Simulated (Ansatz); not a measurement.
Write the native input for Ansatz 0.2.0 that does the following.

```yaml
Task: band structure
Functional: PBEsol
Potentials_or_basis: all-electron LAPW, scalar-relativistic
Cutoff: 279 eV (chosen from the basis error)
Basis_error_allowed: 0.001 eV/atom
k_mesh: 9 × 9 × 9
Occupations: fermi-dirac, width 0.05 eV
Spin: collinear spin, ferromagnetic start
Starting_moments: "[2.0, 1.0] μB"
```

The system is TiCo.

```
Co Ti
1.0
     2.98611    0.00000    0.00000
     0.00000    2.98611    0.00000
     0.00000    0.00000    2.98611
Co Ti
1 1
Direct
  0.50000 0.50000 0.50000
  0.00000 0.00000 0.00000
```

The cell comes from a database or a generator and needn't be the stable form of this composition.

The input as run:

input.yaml

```yaml
crystal:
  lattice:
    - [2.98611099, 0.0, 0.0]
    - [0.0, 2.98611099, 0.0]
    - [0.0, 0.0, 2.98611099]
  atoms:
    - { symbol: Co, position: [0.5, 0.5, 0.5], spin: 2.0 }
    - { symbol: Ti, position: [0.0, 0.0, 0.0], spin: 1.0 }
kpoints:
  mp_grid: { grid: [9, 9, 9] }
  band_path:
    path:
      - [0.0, 0.0, 0.0]
      - [0.0, 0.5, 0.0]
      - [0.5, 0.5, 0.0]
      - [0.0, 0.0, 0.0]
      - [0.5, 0.5, 0.5]
      - [0.0, 0.5, 0.0]
    npoints: 10
scf:
  occupations: { method: fermi_dirac, width: 0.05 }
hamiltonian:
  xc: pbesol
  pseudopotentials: { kind: all_electron, lapw: { basis_error: 0.001 } }
magnetization:
  spin_polarized: true
output:
  forces: true
  stress: true
  eigenvalues: true
```

Potentials or basis: all-electron LAPW, scalar-relativistic.

Command:

```console
$ ansatz run input.yaml --threads 2 --pin off --max-ram 6144MiB --backend cpu --events-out ev --progress --plain --runs-dir out
```

Results of the run:

```json
{
 "Pressure": "-8.1 GPa",
 "Band gap along the path": "none (metal or under the smearing width)",
 "Net moment": "0.73 μB per cell",
 "Absolute moment": "0.91 μB per cell",
 "Site moments": "Co +0.82; Ti -0.04 μB"
}
```

Run time: 16 s on 2 threads of Arm Neoverse V1, with other jobs on the host, peak memory 0.41 GiB.
